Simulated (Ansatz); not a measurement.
CsPbI3:
```yaml
crystal:
  lattice:
    - [6.39044, 0.00000, 0.00000]
    - [0.00000, 6.39044, 0.00000]
    - [0.00000, 0.00000, 6.39044]
  atoms:
    - { symbol: Cs, position: [0.50000, 0.50000, 0.50000] }
    - { symbol: Pb, position: [0.00000, 0.00000, 0.00000] }
    - { symbol: I, position: [0.00000, 0.00000, 0.50000] }
    - { symbol: I, position: [0.50000, 0.00000, 0.00000] }
    - { symbol: I, position: [0.00000, 0.50000, 0.00000] }
```

Relaxed with PBE. Special points in fractions of this cell's reciprocal vectors: Γ (0.000, 0.000, 0.000); X (0.000, 0.500, 0.000); M (0.500, 0.500, 0.000); R (0.500, 0.500, 0.500).

Task: List the band energies nearest the valence-band maximum at these points for PBE with spin–orbit coupling in the plane-wave PAW code Ansatz.

Result: In eV from the valence-band maximum; about four levels below and three above (degenerate sets whole), none deeper than 8.9 eV; points with the same levels are listed once.

| k | below | above |
|---|---|---|
| Γ | -0.98 -0.98 -0.98 -0.98 | 2.93 2.93 4.02 4.02 4.02 4.02 |
| X | -1.11 -1.11 -0.87 -0.87 | 1.84 1.84 4.34 4.34 |
| M | -0.91 -0.91 -0.40 -0.40 | 1.04 1.04 2.23 2.23 |
| R | -0.66 -0.66 -0.66 -0.66 0.00 0.00 | 0.20 0.20 1.76 1.76 1.76 1.76 |

Space group Pm-3m (cubic perovskite). This is a known high-temperature phase of the composition, computed here at zero pressure and temperature. The PBE relaxation kept the symmetry of its start; of distortions, only those at the zone centre were tested, and some modes there are weakly imaginary.

Potentials: the later of the program's two PAW sets.
